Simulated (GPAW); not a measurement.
# Work function of 2H-WS2 monolayer at several levels, part 2 of 2

Wanted: work functions and dipole of 2H-WS2 monolayer, with the cost of each level. Where a layer proves gapped, the work function hangs on where the smearing puts the Fermi level, and the band edges take its place.

GPAW 26.7.0; GPAW, PAW setups; layer in a repeated cell with vacuum, relaxation of atoms and in-plane cell (the session's first sound run).

So far, upper work function (eV): step 3 (plane waves, PBE) 4.80; step 5 (self-consistent run: xc = "vdW-DF2", GPAW, PAW setups, GPAW) 5.20; step 6 (OptPBE vdW: xc = "optPBE-vdW", GPAW, PAW setups, GPAW) 5.05; step 7 (self-consistent run: xc = "RPBE") 4.71; step 8 (self-consistent run: xc = "LDA") 5.07.

**9. Real-space grid: mode = "fd"**

Level of this step: GPAW, PAW setups; slab in vacuum (GPAW).

A real-space grid is a second complete basis, so it checks the plane-wave result.

run.py reads:

```python
import json
import numpy as np
from ase import Atoms
from gpaw import GPAW

slab = Atoms(
    ['S', 'W', 'S'],
    positions=[
        [-0.00000, 1.83906, 7.00000],
        [-0.00000, 0.00000, 8.57214],
        [-0.00000, 1.83906, 10.14428]],
    cell=[[3.18534, 0.0, 0.0], [-1.59267, 2.75859, 0.0], [0.0, 0.0, 17.1443]],
    pbc=[True, True, False])

slab.calc = GPAW(mode='fd', h=0.18, xc='PBE', kpts={'size': (12, 12, 1), 'gamma': True},
                 occupations={'name': 'fermi-dirac', 'width': 0.05}, nbands='160%',
                 convergence={'density': 1e-05}, maxiter=200,
                 poissonsolver={'dipolelayer': 'xy'},
                 symmetry={'tolerance': 1e-3}, txt='slab.txt')
result = {}
energy = slab.get_potential_energy()
fermi = slab.calc.get_fermi_level()
v = slab.calc.get_electrostatic_potential().mean((0, 1)) - fermi
n = slab.calc.get_pseudo_density().mean((0, 1))
L = slab.cell[2, 2]
z = np.arange(len(v)) * L / len(v)
low, high = slab.positions[:, 2].min(), slab.positions[:, 2].max()
below, above = np.interp([low - 4.8, high + 4.8], z, v)
slopes = [np.interp(x, z, np.gradient(v, z)) for x in (low - 4.8, high + 4.8)]
eps = np.array([[slab.calc.get_eigenvalues(k, s) for k in range(len(slab.calc.get_ibz_k_points()))]
                for s in range(slab.calc.get_number_of_spins())]) - fermi
top, bottom = eps[eps < 0].max(), eps[eps > 0].min()
dipole = slab.get_dipole_moment()[2]
print(f'energy {energy:.4f} eV, Fermi level {fermi:.4f} eV, dipole {dipole:.5f} e A')
print(f'potential 4.8 A off the faces, from the Fermi level: lower {below:.4f} eV, upper {above:.4f} eV')
print(f'slope of the potential there: lower {slopes[0]:.5f}, upper {slopes[1]:.5f} eV/A')
print(f'nearest levels on the mesh: {top:.4f} and {bottom:.4f} eV')
print('magnetic moment', round(slab.get_magnetic_moment(), 3))
result.update(energy=energy, fermi=fermi, dipole=dipole, below=below, above=above, slopes=slopes, edges=[top, bottom],
              z=z.tolist(), v=v.tolist(), n=n.tolist(), positions=slab.positions.tolist(),
              forces=slab.get_forces(apply_constraint=False).tolist(), moments=slab.get_magnetic_moments().tolist())
json.dump(result, open('result.json', 'w'))
```

Launch:

```bash
OMP_NUM_THREADS=1 OPENBLAS_NUM_THREADS=1 python run.py
```

The program printed:

```text
energy -22.2148 eV, Fermi level -4.8082 eV, dipole -0.00021 e A
potential 4.8 A off the faces, from the Fermi level: lower 4.8060 eV, upper 4.8102 eV
slope of the potential there: lower -0.00008, upper 0.00008 eV/A
nearest levels on the mesh: -0.9141 and 0.9018 eV
magnetic moment 0.0
```

Elapsed: 75 s, on 1 thread of Arm Neoverse V2, shared host; peak memory 0.41 GiB.

This step gave:

```yaml
dipole_along_the_normal: -2.09e-4 e·Å
levels_nearest_the_fermi_level_on_the_mesh: -0.9141, 0.9018 eV from the Fermi level
upper_work_function: 4.810 eV
lower_work_function: 4.806 eV
upper_ionisation_energy: 5.724 eV
```

The electrostatic potential energy of an electron (without an applied field's), less the Fermi level, planar mean by z:

```tsv
z (Å)	electrostatic potential energy of an electron (without an applied field's), less the Fermi level, planar mean (eV)
0.0	4.81
0.5	4.81
1.0	4.81
1.5	4.81
2.0	4.81
2.5	4.81
3.0	4.81
3.5	4.80
4.0	4.80
4.5	4.79
5.0	4.71
5.5	4.36
6.0	2.62
6.5	-5.11
7.0	-19.4
7.5	-8.46
8.0	-11.4
8.5	-24.0
9.0	-15.4
9.5	-7.19
10.0	-17.8
10.5	-9.70
11.0	1.38
11.5	4.10
12.0	4.66
12.5	4.78
13.0	4.80
13.5	4.81
14.0	4.81
14.5	4.81
15.0	4.81
15.5	4.81
16.0	4.81
16.5	4.81
17.0	4.81
```

The highest filled level lies 0.914 eV under the Fermi level, so the ionisation energy from the upper face is 4.810 + 0.914 = 5.724 eV, against 5.725 eV in the base run.

**10. Atomic orbitals: mode = "lcao"**

Atom-centred orbitals end a few angstrom from the surface, which tests how much the density's tail matters.

run.py, as its differences from that of step 9:

```diff
@@ -14,4 +14,4 @@
 
-slab.calc = GPAW(mode='fd', h=0.18, xc='PBE', kpts={'size': (12, 12, 1), 'gamma': True},
-                 occupations={'name': 'fermi-dirac', 'width': 0.05}, nbands='160%',
+slab.calc = GPAW(mode='lcao', basis='dzp', h=0.18, xc='PBE', kpts={'size': (12, 12, 1), 'gamma': True},
+                 occupations={'name': 'fermi-dirac', 'width': 0.05}, nbands='120%',
                  convergence={'density': 1e-05}, maxiter=200,
```

The program printed:

```text
energy -21.3571 eV, Fermi level -4.7568 eV, dipole -0.00021 e A
potential 4.8 A off the faces, from the Fermi level: lower 4.7547 eV, upper 4.7589 eV
slope of the potential there: lower 0.00000, upper 0.00000 eV/A
nearest levels on the mesh: -0.9199 and 0.9134 eV
magnetic moment 0.0
```

Run time: 63 s. Hardware: 1 thread; peak memory 0.25 GiB.

This step gave:

- levels nearest the Fermi level on the mesh: -0.9199, 0.9134 eV from the Fermi level
- upper work function: 4.759 eV
- lower work function: 4.755 eV
- upper ionisation energy: 5.679 eV

The highest filled level lies 0.920 eV under the Fermi level, so the ionisation energy from the upper face is 4.759 + 0.920 = 5.679 eV, against 5.725 eV in the base run.

**11. The ladder**

Times are for 1 thread of Arm Neoverse V2, shared host. Results by setting:

```tsv
no.	run	upper ionisation energy (eV)	time	memory (GiB)
1	pw	5.725	18 s	0.17
2	revPBE	5.625	18 s	0.17
3	vdW DF2	6.139	26 s	0.27
4	optPBE vdW	5.985	26 s	0.27
5	RPBE	5.628	18 s	0.17
6	LDA	5.978	17 s	0.17
7	fd	5.724	75 s	0.41
8	lcao	5.679	63 s	0.25
```

**12. Side by side**

Results and costs are gathered.

This step: comparison of work functions, dipole and cost (GPAW 26.7.0).

Ladder, by row:

```tsv
step	code	work function, upper (eV)	work function, lower (eV)	dipole (e Å)	wall time (s)	peak memory (GiB)	threads
pw	GPAW	4.803	4.798	-1.89e-4	18.07	0.17	1
revPBE	GPAW	4.703	4.699	-1.89e-4	17.97	0.17	1
vdW-DF2	GPAW	5.198	5.194	-1.89e-4	25.76	0.27	1
optPBE-vdW	GPAW	5.052	5.048	-1.89e-4	25.96	0.27	1
RPBE	GPAW	4.707	4.703	-1.89e-4	17.88	0.17	1
LDA	GPAW	5.066	5.062	-1.89e-4	17.49	0.17	1
fd	GPAW	4.81	4.806	-2.09e-4	75.43	0.41	1
lcao	GPAW	4.759	4.755	-2.09e-4	62.6	0.25	1
```

**13. A changed run**

One more run, with changed settings.

This step: GPAW, PAW setups; slab in vacuum (GPAW 26.7.0).

run.py, as its differences from that of step 10:

```diff
@@ -3,3 +3,3 @@
 from ase import Atoms
-from gpaw import GPAW
+from gpaw import GPAW, PW
 
@@ -14,5 +14,5 @@
 
-slab.calc = GPAW(mode='lcao', basis='dzp', h=0.18, xc='PBE', kpts={'size': (12, 12, 1), 'gamma': True},
-                 occupations={'name': 'fermi-dirac', 'width': 0.05}, nbands='120%',
-                 convergence={'density': 1e-05}, maxiter=200,
+slab.calc = GPAW(mode=PW(400), xc='pbe96', kpts={'size': (12, 12, 1), 'gamma': True},
+                 occupations={'name': 'fermi-dirac', 'width': 0.05}, nbands='160%',
+                 convergence={'density': 1e-05}, maxiter=75,
                  poissonsolver={'dipolelayer': 'xy'},
```

The program printed:

```text
NameError: Unknown functional: pbe96.
```

Run time: 0.75 s. Hardware: 1 thread; peak memory 0.1 GiB.

The program refused the input before any cycle.

The program's message: “NameError: Unknown functional: pbe96.”

The change that led to it: xc = "pbe96".

**14. Results**

| Property | Result |
| --- | --- |
| work function, both faces (Fermi level placed in the gap by the smearing) | 4.80 eV |
| ionisation energy from the upper face (highest filled level on the mesh) | 5.73 eV |
| electron affinity from the upper face (lowest empty Kohn-Sham level on the mesh) | 3.91 eV |
| dipole along the normal | -1.9e-4 e Å |

With plane waves and PBE the ionisation energy from the upper face is 5.73 eV and the Kohn-Sham electron affinity 3.91 eV. The levels nearest the Fermi level on the mesh lie 1.82 eV apart, so the slab is gapped there: the smearing puts the Fermi level inside the gap, and from either face the ionisation energy is the work function plus 0.92 eV. Both are Kohn-Sham levels on the mesh, and semilocal gaps are too small, so the affinity tends to come out too large and the ionisation energy too small. Work functions of a gapped slab move with the place of the Fermi level in the gap; over the runs without a planted fault the highest filled level on the mesh lies 5.63 (revPBE) to 6.14 eV (vdW-DF2) under the upper vacuum level. With elements this heavy, spin-orbit coupling can move band edges by tenths of an eV. The layer's cell and atoms come from the relaxation; spin-orbit coupling and temperature are left out.

[Logs are printed without paths, hosts, clocks, repeated set-up lines and the standing remarks that a program may print on its own settings, such as how far it seeks lower states.]

[Hosts, paths, dates, database ids (printed as entryN), source tags and the programs' standing remarks are cut or masked in the printed files.]
